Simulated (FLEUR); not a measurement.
BN:

```
CELL_PARAMETERS angstrom
2.55394 0.00000 0.00000
-1.27697 2.21178 0.00000
0.00000 0.00000 4.22685
ATOMIC_POSITIONS crystal
N 0.33333 0.66667 0.12528
N 0.66667 0.33333 0.62528
B 0.33333 0.66667 0.49972
B 0.66667 0.33333 0.99972
```

Measurements of this composition are mostly on another form, of space group No. 194.

Program: FLEUR MaX-R8.1 (later development tree). Alike in all runs: potentials or basis all-electron, FLAPW; no spin polarisation; cell as given; k mesh 12 × 12 × 6; smearing fermi-dirac 0.05 eV.

Q: Order these runs on this cell by their band gap on the k mesh, lowest first.
A. level r2SCAN; gmax 16.3 1/bohr; muffin-tin radii N 1.37, B 1.37 bohr; lnonsphr N 8, B 8; max iterations 80; mixer history 30; kmax 5.26 1/bohr
B. level PBEsol; gmax 16.3 1/bohr; muffin-tin radii N 1.37, B 1.37 bohr; lnonsphr N 8, B 8; max iterations 60; mixer history 15; kmax 5.26 1/bohr
C. level PBE; gmax 16.8 1/bohr; muffin-tin radii N 1.33, B 1.33 bohr; max iterations 60; mixer history 15; kmax 5.41 1/bohr

A: B (4.97 eV), C (5.20 eV), A (5.73 eV).

Caveats: the meta-GGA is that of a development version, with a GGA for the radial functions and cores and without core tails (some runs).

A k mesh can miss the band edges.

Not every run made on this cell is shown here.
